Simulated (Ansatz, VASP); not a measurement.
One calculation of InP, two programs

File INCAR:

```
PREC = Accurate ; ENCUT = 520
EDIFF = 1E-6 ; ISMEAR = 0
SIGMA = 0.05 ; LREAL = False
LASPH = True ; NELM = 60
ALGO = Normal ; ISIF = 2
LWAVE = False ; LCHARG = False
GGA = PS ; NBANDS = 16
```

The input KPOINTS:

```
Automatic mesh
0
Gamma
  14 14 14
```

POSCAR

```
InP
1.0
    0.0000000000      2.7688340000      2.7688340000
    2.7688340000      0.0000000000      2.7688340000
    2.7688340000      2.7688340000      0.0000000000
In P
1 1
Direct
    0.0000000000      0.0000000000      0.0000000000
    0.5000000000      0.5000000000      0.5000000000
```

Input for Ansatz:

```yaml
crystal:
  lattice:
    - [0.0, 2.768834, 2.768834]
    - [2.768834, 0.0, 2.768834]
    - [2.768834, 2.768834, 0.0]
  atoms:
    - { symbol: In, position: [0.0, 0.0, 0.0] }
    - { symbol: P, position: [0.5, 0.5, 0.5] }
basis:
  ecutwfc: 420
  ecutrho_ratio: 4
kpoints:
  mp_grid: { grid: [14, 14, 14] }
hamiltonian:
  xc: pbesol
scf:
  occupations: { method: gaussian, width: 0.05 }
output:
  forces: true
  stress: true
  eigenvalues: true
```

Measurements of this composition are mostly on another form, of space group No. 216.

Alike in both runs: task single point; functional PBEsol; k mesh 14 × 14 × 14; occupations gaussian, width 0.05 eV; no spin polarisation.

```csv
,VASP,Ansatz
version,VASP 6.6.1,Ansatz 0.2.0
potentials or method,"VASP PAW PBE potentials, release 64 (In_d, P)","scalar-relativistic, plane waves, PAW"
plane-wave cutoff (eV),520,420
valence electrons in the cell,18,18
```

|  | VASP | Ansatz | Ansatz less VASP |
| --- | --- | --- | --- |
| gap on the k mesh at the Fermi level (eV) | none | none | - |
| pressure (GPa) | -3.2 | -3.3 | -0.02 |

A gap of «none» marks a metal or a gap that the smearing closes.

Caveats: the PAW data sets were made with another functional, which shifts forces and pressure a little (VASP).
